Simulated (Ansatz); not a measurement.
A run of Ansatz 0.2.0 is set up as follows.

input.yaml

```yaml
crystal:
  lattice:
    - [1.488052925, -2.59468961, 0.0]
    - [1.488052925, 2.59468961, 0.0]
    - [0.0, 0.0, 4.72759579]
  atoms:
    - { symbol: Ge, position: [0.33344663, 0.66655337, 0.25] }
    - { symbol: Ge, position: [0.66655337, 0.33344663, 0.75] }
kpoints:
  mp_grid: { grid: [10, 10, 6] }
scf:
  occupations: { method: fermi_dirac, width: 0.05 }
hamiltonian:
  xc: pbesol
  pseudopotentials: { kind: all_electron, lapw: { basis_error: 0.001 } }
output:
  forces: true
  stress: true
relax:
  f_tol: 0.005
  max_steps: 60
  cell: { p_target: 30 }
```

Potentials or basis: all-electron LAPW, scalar-relativistic.

Run with:

```sh
$ ansatz run input.yaml --threads 1 --pin off --max-ram 3072MiB --backend cpu --events-out ev --progress --plain --runs-dir out
```

**Question.** What does it give for the band gap on the k mesh?

**Answer.** None (metal or under the smearing width).

**Question.** Predict the relaxed cell.

**Answer.** a = 2.642 Å, b = 2.642 Å, c = 4.839 Å, α = 90.00°, β = 90.00°, γ = 120.00°.

Final structure:
```cif
data_structure
_symmetry_space_group_name_H-M 'P 1'
_symmetry_Int_Tables_number 1
_cell_length_a 2.6418
_cell_length_b 2.6418
_cell_length_c 4.8387
_cell_angle_alpha 90.000
_cell_angle_beta 90.000
_cell_angle_gamma 120.002
_cell_volume 29.25
loop_
_atom_site_label
_atom_site_type_symbol
_atom_site_fract_x
_atom_site_fract_y
_atom_site_fract_z
_atom_site_occupancy
Ge1 Ge 0.49987 0.50013 0.25000 1
Ge2 Ge 0.50013 0.49987 0.75000 1
```
